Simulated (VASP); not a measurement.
A run of VASP 6.6.1 is set up as follows.

File INCAR:

```
ALGO     = Normal         # electronic algorithm
EDIFF    = 1E-7           # SCF threshold, eV
ENCUT    = 520            # plane-wave cutoff, eV
GGA      = PS             # functional
ISIF     = 2              # what is computed and relaxed
ISMEAR   = 0              # smearing method
LASPH    = True           # aspherical terms in the spheres
LCHARG   = False          # write CHGCAR
LREAL    = False          # projectors in reciprocal space
LWAVE    = False          # write WAVECAR
NBANDS   = 17             # bands
NELM     = 80             # most SCF steps
PREC     = Accurate       # precision mode
SIGMA    = 0.1            # smearing width, eV
```

File KPOINTS:

```
k-points
0
Gamma
  27 27 14
```

POSCAR

```
Pt
1.0
    2.7252600000      0.0000000000      0.0000000000
   -1.3626300000      2.3601500000      0.0000000000
    0.0000000000      0.0000000000      4.7007800000
Pt
2
Direct
    0.3333300000      0.6666700000      0.2500000000
    0.6666700000      0.3333300000      0.7500000000
```

Potentials or basis: VASP PAW PBE potentials, release 64 (Pt).

The run is started by

```sh
$ cat potpaw_PBE.64/Pt/POTCAR > POTCAR
$ mpirun -np 1 vasp_std > vasp.out
```

(1) Estimate the pressure.

(2) Estimate the band gap on the k mesh.

Results:

(1) -0.1 GPa.

(2) none (metal or under the smearing width).

Caveat: the PAW data sets were made with another functional, which shifts forces and pressure a little.
